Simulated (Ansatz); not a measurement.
The system is Te2Mo, a slab with vacuum.

```
CELL_PARAMETERS angstrom
3.56023 0.00000 0.00000
-1.78012 3.08325 0.00000
0.00000 0.00000 17.52406
ATOMIC_POSITIONS crystal
Te 0.33333 0.66667 0.10214
Te 0.33333 0.66667 0.89786
Mo 0.00000 0.00000 0.00000
```

Base run:

```yaml
Program: Ansatz 0.2.0
Functional: r2SCAN
Potentials_or_basis: Ansatz PAW
Cutoff: 500 eV
Density_cutoff: 2000 eV
k_mesh: 9 × 9 × 2
Occupations: fermi-dirac, width 0.05 eV
Spin: no spin polarisation
```

Its results: band gap on the k mesh 1.12 eV, direct; largest force 0.007 eV/Å.

Question: The run is repeated on the same cell with these changes: functional from r2SCAN to LDA; cutoff from 500 eV to 420 eV; density cutoff from 2000 eV to 1680 eV. What comes out?

Answer: Band gap on the k mesh 1.04 eV, direct; largest force 0.422 eV/Å.

Caveats: spin-orbit coupling is left out, which moves the levels of the heavy elements; the PAW data sets come from PBE, with cores solved anew for the run's functional, which leaves a small shift of forces and pressure.

Not every run made on this cell is shown here.
